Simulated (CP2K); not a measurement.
MoS2: changing the dispersion correction

```yaml
crystal:
  lattice:
    - [6.41491, 0.00000, 0.00000]
    - [5.63659, 3.06265, 0.00000]
    - [5.63659, 1.43243, 2.70702]
  atoms:
    - { symbol: Mo, position: [0.00000, 0.00000, 0.00000] }
    - { symbol: S, position: [0.41700, 0.41700, 0.41700] }
    - { symbol: S, position: [0.25000, 0.25000, 0.25000] }
```

Measurements of this composition are mostly on another form, of space group No. 194.

Kept alike: task single point; functional r2SCAN; k mesh 10 × 10 × 10; occupations fermi-dirac, width 0.05 eV; no spin polarisation. Program: CP2K, POTENTIAL_UZH Mo GTH-SCAN-q14, S GTH-SCAN-q6; TZVP-MOLOPT-SCAN-GTH basis. The mesh is that of the run's cell of 3 atoms. No spin-orbit coupling.

| dispersion correction | pressure (GPa) |
| --- | --- |
| D3(BJ) | 3.74 |
| D3(BJ)+ATM | 4.25 |
| D4 | 4.33 |
| none | 5.62 |
| rVV10 | 4.69 |

Pressure is positive in compression.

What does the dispersion correction change here?

The pressure runs from 3.74 (D3(BJ)) to 5.62 GPa (none). Dispersion terms mostly attract, so at fixed cell they lower the pressure.
